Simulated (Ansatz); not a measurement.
Na in several cubic structure types, each at its own equilibrium volume.

These are results of PBE, plane waves, PAW datasets (generated soft set 1) (Ansatz 0.2.0 development build), not measurements.

Settings: cutoff 420 eV; no spin polarisation; Fermi–Dirac smearing of 0.0612 eV; k-meshes 37³ (bcc), 25³ (diamond), 35³ (fcc), 32³ (simple cubic).

(1) Rank the structures by energy per atom, lowest first.
A. diamond
B. fcc
C. bcc
D. simple cubic

(2) Give the equilibrium volume and bulk modulus of each.

Answers

(1) B (0.0 meV/atom), C (0.6 meV/atom), D (119 meV/atom), A (338 meV/atom).

(2) 
| structure | V₀ (Å³/atom) | B₀ (GPa) |
| --- | --- | --- |
| bcc | 36.98 | 7.8 |
| diamond | 54.53 | 2.9 |
| fcc | 37.06 | 7.7 |
| simple cubic | 39.71 | 6.2 |

Only these cubic types are compared here; the real ground state can be another structure or magnetic.

Model structures, not the usual forms at ambient conditions (metastable or hypothetical): Na (diamond type), Na (fcc type), Na (simple cubic type).
